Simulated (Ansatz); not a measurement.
# CoO: further runs on the relaxed cell

The task here is to estimate one member of a computed series from the others.

Program: Ansatz 0.2.0. Level of theory: DFT PBEsol, scalar-relativistic, plane waves, PAW. These are calculated values, not measurements.

2 further runs of the same task are left out: 2 set aside as unsound or not needed.

### Starting point

It takes space group Fm-3m (No. 225, cubic). Conventional cell: a = 4.167 Å, b = 4.167 Å, c = 4.167 Å, α = 90.00°, β = 90.00°, γ = 90.00°. Co (site symmetry m-3m) is surrounded by 6 O at 2.08 Å. Around O (site symmetry m-3m) lie 6 Co at 2.08 Å.

Coordinates:

```xyz
2
Lattice="0.0000 2.0835 2.0835 2.0835 0.0000 2.0835 2.0835 2.0835 0.0000" Properties=species:S:1:pos:R:3 pbc="T T T"
Co    0.0000    0.0000    0.0000
O     2.0835    2.0835    2.0835
```

This cell was relaxed beforehand with the same method: volume 9.04 Å³/atom, gap on the mesh none (metal), site moments up to 2.3 μB.

The first run:

The input, input.yaml:

```yaml
crystal:
  lattice:
    - [0.0, 2.0834561536, 2.0834561536]
    - [2.0834561536, 0.0, 2.0834561536]
    - [2.0834561536, 2.0834561536, 0.0]
  atoms:
    - { symbol: Co, position: [0.0, 0.0, 0.0], spin: 2.57 }
    - { symbol: O, position: [0.5, 0.5, 0.5], spin: 0.32 }
basis:
  ecutwfc: 420
kpoints:
  mp_grid: { grid: [18, 18, 18] }
  band_path:
    path:
      - [[0.0, 0.0, 0.0], [0.5, 0.0, 0.5], [0.625, 0.25, 0.625]]
      - [[0.375, 0.375, 0.75], [0.0, 0.0, 0.0], [0.5, 0.5, 0.5], [0.5, 0.25, 0.75], [0.5, 0.0, 0.5]]
    npoints: 14
hamiltonian:
  xc: pbesol
scf:
  occupations: { method: gaussian, width: 0.1 }
  n_extra_bands: 6
output:
  forces: true
  stress: true
  eigenvalues: true
  populations: true
  dos: { projected: true, de: 0.02, nscf_kmesh: { grid: [27, 27, 27] } }
  bader: true
magnetization:
  spin_polarized: true
checkpoint:
  read: start.run
  write: ck
  compress: false
  write_wavefunctions: false
  write_every: 100000
```

Run with:

```console
$ ansatz run input.yaml --threads 1 --pin off --max-ram 2560MiB --backend cpu --events-out ev --progress --plain --runs-dir out
```

Among the steps run: Electronic structure at the relaxed geometry; Point at V/V0 = 0.97; Point at V/V0 = 1.03; Point at V/V0 = 0.94; Point at V/V0 = 1.06.

One table of the session follows, with a row left open; its other results are not shown here.

| volume (Å³/atom) | energy above the lowest point (meV/atom) | pressure (GPa) | largest moment (μB) |
| --- | --- | --- | --- |
| 8.501 | 18.8 | 11.07 | 2.06 |
| 8.773 | 4.4 | 5.48 | 2.23 |
| 9.044 | 0.0 | -0.03 | 2.33 |
| 9.315 | ? | ? | ? |
| 9.586 | 15.5 | -9.14 | 2.50 |

Q: Estimate the row for volume (Å³/atom) = 9.315 from the others.

Worked estimate for «energy above the lowest point (meV/atom)». A straight line through the neighbours (9.044, 0.0) and (9.586, 15.5) gives 0.0 + (15.5 − 0.0) × (9.315 − 9.044) / (9.586 − 9.044) = 7.7; a parabola fitted to 3 rows on both sides gives 3.7.

As computed: energy above the lowest point (meV/atom): 4.0; pressure (GPa): -4.66; largest moment (μB): 2.44. In «energy above the lowest point (meV/atom)» the line misses by +3.7 and the parabola by -0.3.

Limits of these values: With one magnetic atom in the cell only ferromagnetic order fits, and no U was applied, so an antiferromagnetic state was not tested. Without a U such compounds often come out metallic though many are antiferromagnetic insulators. Warnings in the runs' records: stability check not made.
